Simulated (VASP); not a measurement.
# BN (F-43m) in VASP: Born charges and dielectric tensor with LDA

Aim: the Born charges and dielectric tensor of BN with LDA.

Program: VASP 6.6.1. These are calculated values, not measurements. Logs are shortened: lines on timing, memory, paths and dates and some standing lists are left out, and cuts for length are marked.

### Step 1. The crystal as given

The structure is cubic, space group F-43m (No. 216). The conventional cell has a = 3.583 Å, b = 3.583 Å, c = 3.583 Å, α = 90.00°, β = 90.00°, γ = 90.00°. Around B (site symmetry -43m) lie 4 N at 1.55 Å. Around N (site symmetry -43m) lie 4 B at 1.55 Å.

The cell is a database's computed one.

### Step 2. Born charges and dielectric tensor, LDA

INCAR

```
SYSTEM = BN
ALGO = Fast ; EDIFF = 1E-8
ENCUT = 600 ; GGA = CA
IBRION = 8 ; ISIF = 2
ISMEAR = 0 ; LASPH = .True.
LCHARG = .False. ; LEPSILON = .True.
LREAL = .False. ; LWAVE = .False.
NELM = 60 ; NSW = 1
PREC = Accurate ; SIGMA = 0.02
```

KPOINTS

```
k-points
0
Gamma
  4 4 4
  0 0 0
```

POSCAR

```
BN
1.0
    0.0000000000      1.7914300000      1.7914300000
    1.7914300000      0.0000000000      1.7914300000
    1.7914300000      1.7914300000      0.0000000000
B N
1 1
Direct
    0.0000000000      0.0000000000      0.0000000000
    0.2500000000      0.2500000000      0.2500000000
```

Potentials or basis: VASP PAW LDA potentials, release 64 (B, N).

Launch:

```sh
$ cat potpaw_LDA.64/B/POTCAR potpaw_LDA.64/N/POTCAR > POTCAR
$ mpirun -np 1 vasp_std > vasp.out
```

OUTCAR:

```text
SYSTEM = BN
   EDIFF = 1E-8
   ENCUT = 600
   GGA = CA
   IBRION = 8
   ISIF = 2
   ISMEAR = 0
   LASPH = .True.
   LEPSILON = .True.
   LREAL = .False.
   NELM = 60
   NSW = 1
   PREC = Accurate

 ion  position               nearest neighbor table
   1  0.000  0.000  0.000-   2 1.55   2 1.55   2 1.55   2 1.55
   2  0.250  0.250  0.250-   1 1.55   1 1.55   1 1.55   1 1.55

  LATTYP: Found a face centered cubic cell.
 ALAT       =     3.5828600000

  Lattice vectors:

 A1 = (   0.0000000000,   1.7914300000,   1.7914300000)
 A2 = (   1.7914300000,   0.0000000000,   1.7914300000)
 A3 = (   1.7914300000,   1.7914300000,   0.0000000000)

Analysis of symmetry for initial positions (statically):
=====================================================================
 Subroutine PRICEL returns:
 Original cell was already a primitive cell.

 Routine SETGRP: Setting up the symmetry group for a
 face centered cubic supercell.

 Subroutine GETGRP returns: Found 24 space group operations
 (whereof 24 operations were pure point group operations)
 out of a pool of 48 trial point group operations.

The static configuration has the point symmetry T_d .

Analysis of symmetry for dynamics (positions and initial velocities):
=====================================================================
 Subroutine PRICEL returns:
 Original cell was already a primitive cell.

 Routine SETGRP: Setting up the symmetry group for a
 face centered cubic supercell.

 Subroutine GETGRP returns: Found 24 space group operations
 (whereof 24 operations were pure point group operations)
 out of a pool of 48 trial point group operations.

The dynamic configuration has the point symmetry T_d .

 Subroutine INISYM returns: Found 24 space group operations
 (whereof 24 operations are pure point group operations),
 and found     1 'primitive' translations

[... 304 lines left out ...]
     0.00000 -2.39232  0.07107

 MACROSCOPIC STATIC DIELECTRIC TENSOR (including local field effects in DFT)
 ------------------------------------------------------
           5.208775    -0.000000    -0.000000
          -0.000000     5.208775     0.000000
           0.000000     0.000000     5.208775
 ------------------------------------------------------

 PIEZOELECTRIC TENSOR (including local field effects)  for field in x, y, z        (e  Angst)
          XX          YY          ZZ          XY          YZ          ZX
  --------------------------------------------------------------------------------
  x     0.00000     0.00000     0.00000     0.00000    -0.77708     0.00000
  y     0.00000     0.00000     0.00000     0.00000     0.00000    -0.77708
  z    -0.00000     0.00000     0.00000    -0.77708     0.00000     0.00000

 PIEZOELECTRIC TENSOR (including local field effects)  for field in x, y, z        (C/m^2)
          XX          YY          ZZ          XY          YZ          ZX
  --------------------------------------------------------------------------------
  x     0.00000     0.00000     0.00000     0.00000    -1.08279     0.00000
  y     0.00000     0.00000     0.00000     0.00000     0.00000    -1.08279
  z    -0.00000     0.00000     0.00000    -1.08279     0.00000     0.00000

 BORN EFFECTIVE CHARGES (including local field effects) (in |e|, cummulative output)
 ---------------------------------------------------------------------------------
 ion    1
    1     2.00205     0.00000     0.00000
    2     0.00000     2.00205     0.00000
    3     0.00000     0.00000     2.00205
 ion    2
    1    -2.00205     0.00000     0.00000
    2     0.00000    -2.00205     0.00000
    3     0.00000     0.00000    -2.00205

 INTERNAL STRAIN TENSOR FOR ION    2 for displacements in x,y,z  (eV/Angst):
          X           Y           Z          XY          YZ          ZX
  --------------------------------------------------------------------------------
  x     0.00000    -0.00000    -0.00000     0.00000    -2.39232     0.00000
  y    -0.00000     0.00000    -0.00000    -0.00000     0.00000    -2.39232
  z    -0.00000    -0.00000     0.00000    -2.39232     0.00000     0.00000

 SECOND DERIVATIVES (NOT SYMMETRIZED)
 ------------------------------------
               1X          1Y          1Z          2X          2Y          2Z
  1X   -25.834543    0.000000    0.000000   25.834543    0.000000    0.000000
  1Y     0.000000  -25.834543    0.000000    0.000000   25.834543    0.000000
  1Z     0.000000    0.000000  -25.834543    0.000000    0.000000   25.834543
  2X    25.831316    0.000000    0.000000  -25.831316    0.000000    0.000000
  2Y     0.000000   25.831316    0.000000    0.000000  -25.831316    0.000000
  2Z     0.000000    0.000000   25.831316    0.000000    0.000000  -25.831316

 Eigenvectors and eigenvalues of the dynamical matrix
 ----------------------------------------------------

   1 f  =   32.170494 THz   202.133173 2PiTHz 1073.092161 cm-1   133.046411 meV
             X         Y         Z           dx          dy          dz
      0.000000  0.000000  0.000000     0.751208    0.000000    0.000000
      0.895715  0.895715  0.895715    -0.660065    0.000000    0.000000
[... 21 lines left out ...]
   6 f/i=    0.000996 THz     0.006261 2PiTHz    0.033236 cm-1     0.004121 meV
             X         Y         Z           dx          dy          dz
      0.000000  0.000000  0.000000    -0.137687   -0.388645    0.515444
      0.895715  0.895715  0.895715    -0.156699   -0.442311    0.586618

--------------------------------------------------------------------------------------------------------

 MACROSCOPIC STATIC DIELECTRIC TENSOR IONIC CONTRIBUTION
 ------------------------------------------------------
           2.441814    -0.000000     0.000000
          -0.000000     2.441814    -0.000000
           0.000000    -0.000000     2.441814
 ------------------------------------------------------

 ELASTIC MODULI CONTR FROM IONIC RELAXATION (kBar)
 Direction    XX          YY          ZZ          XY          YZ          ZX
 --------------------------------------------------------------------------------
 XX          -0.0000      0.0000      0.0000      0.0000      0.0000      0.0000
 YY           0.0000     -0.0000     -0.0000      0.0000     -0.0000     -0.0000
 ZZ           0.0000     -0.0000     -0.0000     -0.0000     -0.0000      0.0000
 XY           0.0000      0.0000     -0.0000    -28.3462     -0.0000      0.0000
 YZ           0.0000     -0.0000     -0.0000     -0.0000    -28.3462      0.0000
 ZX           0.0000     -0.0000      0.0000      0.0000      0.0000    -28.3462
 --------------------------------------------------------------------------------

 PIEZOELECTRIC TENSOR IONIC CONTR  for field in x, y, z        (C/m^2)
          XX          YY          ZZ          XY          YZ          ZX
  --------------------------------------------------------------------------------
  x    -0.00000     0.00000     0.00000     0.00000     0.24756    -0.00000
  y    -0.00000     0.00000    -0.00000    -0.00000    -0.00000     0.24756
  z    -0.00000    -0.00000     0.00000     0.24756     0.00000    -0.00000
```

stdout:

```text
POSCAR found type information on POSCAR B N
 POSCAR found :  2 types and       2 ions
 scaLAPACK will be used
 LDA part: xc-table for (Slater(with rela. corr.)+CA(PZ))
 , standard interpolation
 POSCAR, INCAR and KPOINTS ok, starting setup
 FFT: planning ... GRIDC
 FFT: planning ... GRID_SOFT
 FFT: planning ... GRID
[... 24 lines left out ...]
 Linear response to external field, progress :
  Direction:   3
 dielectric tensor                  component  3 :     0.940     0.826     5.209
 Linear response DOF=           2
 Linear response progress:
 first order change of Fermi-energy  -0.30093E-04
 force on displaced ion       1 direction 1 : -25.835  -0.000  -0.000
 Born effective charge ion    1 direction 1 :   1.786   0.000   0.000
 Linear response progress:
 first order change of Fermi-energy   0.33841E-03
 force on displaced ion       2 direction 1 : -25.831  -0.000  -0.000
 Born effective charge ion    2 direction 1 :  -2.219   0.000   0.000
 Born effective charges drift removed
 Linear response finished
```

It took 8.8 s on 1 thread of Intel Xeon 6975P-C (Granite Rapids), shared host; peak memory 0.12 GiB.

What came out:

- Band gap on the k mesh: 4.35 eV, indirect (least direct gap 8.78 eV)
- Electronic dielectric tensor (diagonal): 5.21
- Born charges (mean of the diagonal): B +2.00; N -2.00 e
- Highest phonon frequency at Γ, LO-TO splitting left out: 1073 cm⁻¹

Levels at points of the mesh, in eV from the valence-band top:
```csv
k point,band 2,band 3,band 4,band 5,band 6,band 7
"(0.00, 0.00, 0.00)",0.00,0.00,0.00,8.78,8.78,8.78
"(0.50, 0.00, 0.00)",-10.98,-2.00,-2.00,10.54,10.69,10.69
"(0.50, 0.50, 0.00)",-9.08,-5.07,-5.07,4.35,9.27,18.10
```

Phonon frequencies in cm⁻¹ (negative: imaginary):
```csv
q point,frequencies
"(0.000, 0.000, 0.000)",0 0 0 1073 1073 1073
```

Electronic dielectric tensor:
```
5.21 0.00 0.00
0.00 5.21 0.00
0.00 0.00 5.21
```

Born effective charge tensors (e):
atom 1, B
```
2.00 0.00 0.00
0.00 2.00 0.00
0.00 0.00 2.00
```
atom 2, N
```
-2.00  0.00  0.00
 0.00 -2.00  0.00
 0.00  0.00 -2.00
```

Caveat: the k mesh is coarse (spacing up to 0.76 Å⁻¹), so the values aren't converged. A k mesh can miss the band edges.
